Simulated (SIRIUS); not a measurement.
**Pt in SIRIUS: the effect of functional**

Crystal: Pt.

```xyz
1
Lattice="0.0000 1.9609 1.9609 1.9609 0.0000 1.9609 1.9609 1.9609 0.0000" Properties=species:S:1:pos:R:3 pbc="T T T"
Pt    0.0000    0.0000    0.0000
```

Alike in all runs:

```yaml
Program: SIRIUS 7.12.0
Task: eos task
Potentials_or_basis: PseudoDojo 0.4.1 PBE standard (scalar relativistic)
Cutoff: 1152 eV
Density_cutoff: 4606 eV
k_mesh: 8 × 8 × 8
Occupations: fermi-dirac, width 0.05 eV
Spin: no spin polarisation
```

```csv
functional,V0 of scaled cells (Å³/atom),B0 (GPa)
LDA,14.75,310
PBE,15.57,253
PBEsol,15.00,291
RPBE,15.83,235
revPBE,?,?
```

Task: What does the run with functional revPBE give?

Result: V0 of scaled cells 15.75 Å³/atom; B0 240 GPa.

Caveats: the potentials were made for another functional, which shifts forces and pressure (some runs).
